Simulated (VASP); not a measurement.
# BN (F-43m) in VASP: a series of runs, part 2 of 2

VASP 6.6.1. The steps go on from the part before.

### 4 Single point, PBE

This run uses another cell than the first one, of 5.95 Å³/atom.

INCAR

```
PREC = Accurate
ENCUT = 600
EDIFF = 1E-6
ISMEAR = 0
SIGMA = 0.02
LREAL = False
LASPH = True
NELM = 120
ALGO = Normal
ISIF = 2
LWAVE = False
LCHARG = False
GGA = PE
NBANDS = 11
GGA_COMPAT = False
```

KPOINTS

```
regular mesh
0
Gamma
  12 12 12
```

POSCAR

```
BN
1.0
    0.0000000000      1.8123491614      1.8123491614
    1.8123491614      0.0000000000      1.8123491614
    1.8123491614      1.8123491614      0.0000000000
B N
1 1
Direct
    0.0000000000      0.0000000000      0.0000000000
    0.2500000000      0.2500000000      0.2500000000
```

The run is started by

```
$ cat potpaw_PBE.64/B/POTCAR potpaw_PBE.64/N/POTCAR > POTCAR
$ mpirun -np 1 vasp_std > vasp.out
```

Wall time 9.8 s (1 thread of Intel Xeon 8259CL, shared host); peak memory 0.12 GiB.

Results (log left out):

```yaml
Free_energy: -17.4546 eV
Pressure: 0.0 GPa
Band_gap_on_the_k_mesh: 4.45 eV (least direct gap 8.78 eV)
```

Levels at points of the mesh, in eV from the valence-band top:
| k point | band 1 | band 2 | band 3 | band 4 | band 5 | band 6 | band 7 | band 8 |
| --- | --- | --- | --- | --- | --- | --- | --- | --- |
| (0.00, 0.00, 0.00) | -20.14 | 0.00 | 0.00 | 0.00 | 8.78 | 8.78 | 8.78 | 10.22 |
| (0.50, 0.00, 0.00) | -15.96 | -10.62 | -1.93 | -1.93 | 10.04 | 10.66 | 10.66 | 15.17 |
| (0.50, 0.50, 0.00) | -14.61 | -8.86 | -4.86 | -4.86 | 4.45 | 9.19 | 17.80 | 17.80 |

### 5 Single point, PBE (5.77 Å³/atom)

This run uses another cell than the first one, of 5.77 Å³/atom.

INCAR

```
ALGO = Normal
EDIFF = 1E-6
ENCUT = 600
GGA = PE
GGA_COMPAT = False
ISIF = 2
ISMEAR = 0
LASPH = True
LCHARG = False
LREAL = False
LWAVE = False
NBANDS = 11
NELM = 120
PREC = Accurate
SIGMA = 0.02
```

KPOINTS

```
k-points
0
Gamma
  12 12 12
```

POSCAR

```
BN
1.0
    0.0000000000      1.7940413525      1.7940413525
    1.7940413525      0.0000000000      1.7940413525
    1.7940413525      1.7940413525      0.0000000000
B N
1 1
Direct
    0.0000000000      0.0000000000      0.0000000000
    0.2500000000      0.2500000000      0.2500000000
```

Potentials or basis: VASP PAW PBE potentials, release 64 (B, N).

The run is started by

```
$ cat potpaw_PBE.64/B/POTCAR potpaw_PBE.64/N/POTCAR > POTCAR
$ mpirun -np 1 vasp_std > vasp.out
```

OUTCAR:

```text
EDIFF = 1E-6
   ENCUT = 600
   GGA = PE
   ISIF = 2
   ISMEAR = 0
   LASPH = True
   LREAL = False
   NELM = 120
   PREC = Accurate

 ion  position               nearest neighbor table
   1  0.000  0.000  0.000-   2 1.55   2 1.55   2 1.55   2 1.55
   2  0.250  0.250  0.250-   1 1.55   1 1.55   1 1.55   1 1.55

  LATTYP: Found a face centered cubic cell.
 ALAT       =     3.5880827050

  Lattice vectors:

 A1 = (   0.0000000000,   1.7940413525,   1.7940413525)
[... 522 lines left out ...]
------------------------ aborting loop because EDIFF is reached ----------------------------------------

  FORCE on cell =-STRESS in cart. coord.  units (eV):
  Direction    XX          YY          ZZ          XY          YZ          ZX
  --------------------------------------------------------------------------------------
  -------------------------------------------------------------------------------------
  Total        0.8663934      0.8663934      0.8663934     -0.0000000      0.0000000      0.0000000
  in kB      120.1983120    120.1983120    120.1983120     -0.0000000      0.0000000      0.0000000
  external PRESSURE =     120.1983120 kB  Pullay stress =       0.0000000 kB

 VOLUME and BASIS-vectors are now :
 -----------------------------------------------------------------------------
  energy-cutoff  :      600.00
  volume of cell :       11.55
      direct lattice vectors                 reciprocal lattice vectors
     0.000000000  1.794041353  1.794041353    -0.278700376  0.278700376  0.278700376
     1.794041353  0.000000000  1.794041353     0.278700376 -0.278700376  0.278700376
     1.794041353  1.794041353  0.000000000     0.278700376  0.278700376 -0.278700376

 POSITION                                       TOTAL-FORCE (eV/Angst)
 -----------------------------------------------------------------------------------
      0.00000      0.00000      0.00000         0.000000      0.000000      0.000000
      0.89702      0.89702      0.89702         0.000000     -0.000000     -0.000000
 -----------------------------------------------------------------------------------
    total drift:                                0.000000      0.000000      0.000000

  FREE ENERGIE OF THE ION-ELECTRON SYSTEM (eV)
  ---------------------------------------------------
  free  energy   TOTEN  =       -17.4404477348 eV

  energy  without entropy=      -17.4404477348  energy(sigma->0) =      -17.44044773
```

Wall time 16 s (1 thread of Intel Xeon 8259CL, shared host); peak memory 0.13 GiB.

Results:

| Quantity | Value |
| --- | --- |
| Free energy | -17.4404 eV |
| Pressure | 12.0 GPa |
| Band gap on the k mesh | 4.48 eV (least direct gap 8.93 eV) |

Caveat: the cell stands under pressure.

### 6 Overview

```csv
cell,gap on the mesh (eV),pressure (GPa)
"a = 2.484 Å, angles 60.0°, 2 atoms",4.55,41.9
"a = 2.563 Å, angles 60.0°, 2 atoms",4.45,0.0
"a = 2.537 Å, angles 60.0°, 2 atoms",4.48,12.0
```

Alike in all rows: task single point; level PBE; potentials or basis VASP PAW PBE potentials, release 64 (B, N); no spin polarisation; k mesh 12 × 12 × 12; cutoff (eV) 600; smearing gaussian 0.02 eV.

Caveats: the cell stands under pressure (at least some runs).

Total energies depend on the potentials used, so only differences within one code and one set of settings carry meaning.

### 7 How close it comes

Step 3. A measured gap of BN is 6.4 eV (indirect; 300 K; a printed reference work, monograph); the calculated 4.45 eV misses it by -1.95 eV. The value is that of PBE on a finite k mesh, which can miss the band edges, without temperature or zero-point motion. Semilocal functionals fall short of measured gaps as a rule.

Step 4. Against the measured gap of BN, 6.4 eV (indirect; 300 K; a printed reference work, monograph), the calculated 4.45 eV is off by -1.95 eV. The value is that of PBE on a finite k mesh, which can miss the band edges, without temperature or zero-point motion. Semilocal functionals fall short of measured gaps as a rule.
